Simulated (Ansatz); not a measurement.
Set up this calculation in Ansatz 0.2.0, as the native input.

```yaml
Task: relaxation of the atoms
Functional: PBE
Potentials_or_basis: Ansatz PAW
Cutoff: "420 eV (not typed: the program's choice for these potentials)"
k_mesh: 9 × 9 × 7
Occupations: fermi-dirac, width 0.05 eV
Spin: no spin polarisation
```

Crystal: CuAu.

```
Au Cu
1.0
     2.92318    0.00000    0.00000
     0.00000    2.81075    0.00000
     0.00000    0.00000    3.68500
Au Cu
1 1
Direct
  0.00000 0.00000 0.00000
  0.50000 0.50000 0.50000
```

The cell isn't the ideal one: strained by +4 %.

These files were run (other wordings do the same):

input.yaml

```yaml
crystal:
  lattice:
    - [2.9231794334, 0.0, 0.0]
    - [0.0, 2.8107494552, 0.0]
    - [0.0, 0.0, 3.685]
  atoms:
    - { symbol: Au, position: [0.0, 0.0, 0.0] }
    - { symbol: Cu, position: [0.5, 0.5, 0.5] }
hamiltonian:
  xc: pbe
  pseudopotentials: { kind: paw }
kpoints:
  mp_grid: { grid: [9, 9, 7] }
scf:
  occupations: { method: fermi_dirac, width: 0.05 }
output:
  forces: true
  stress: true
  eigenvalues: true
relax:
  f_tol: 0.01
  max_steps: 40
```

Potentials or basis: Ansatz PAW.

Command:

```console
$ ansatz run input.yaml --threads 2 --pin off --max-ram 5632MiB --backend cpu --events-out ev --progress --plain --runs-dir out
```

Results of the run:

```json
{"Pressure after relaxing": "-1.2 GPa", "Band gap on the k mesh": "none (metal or under the smearing width)"}
```

Caveat: the relaxation stopped at its first step, so nothing moved; the thresholds are loose for stress.

It took 1.7 s on 2 threads of Arm Neoverse V2, on a shared host, peak memory 0.36 GiB.
